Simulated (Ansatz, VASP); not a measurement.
## SiO2: VASP beside Ansatz

```
CELL_PARAMETERS angstrom
-1.76331 1.76331 4.25991
1.76331 -1.76331 4.25991
1.76331 1.76331 -4.25991
ATOMIC_POSITIONS crystal
Si 0.00000 0.00000 0.00000
Si 0.75000 0.25000 0.50000
O 0.95784 0.45784 0.50000
O 0.20784 0.20784 0.00000
O 0.54216 0.04216 0.50000
O 0.79216 0.79216 0.00000
```

Alike in both runs: functional PBE; k mesh 10 × 10 × 10; occupations gaussian, width 0.02 eV; no spin polarisation.

Ansatz relaxed the structure, and its values are those at the end. VASP's run is a single point on that final structure, the one shown.

```csv
,VASP,Ansatz
version,VASP 6.6.1,Ansatz 0.2.0
potentials or method,"VASP PAW PBE potentials, release 64 (Si, O)","scalar-relativistic, plane waves, PAW"
plane-wave cutoff (eV),520,420
valence electrons in the cell,32,32
```

VASP gave:

```
gap on the k mesh at the Fermi level (eV) : 5.78
least direct gap on the mesh (eV)         : 6.44
pressure (GPa)                            : 0.2
```

Problem. Estimate Ansatz's values.

Solution. gap on the k mesh at the Fermi level (eV): 5.80; least direct gap on the mesh (eV): 6.45; pressure (GPa): 0.0.

A k mesh can miss the band edges.
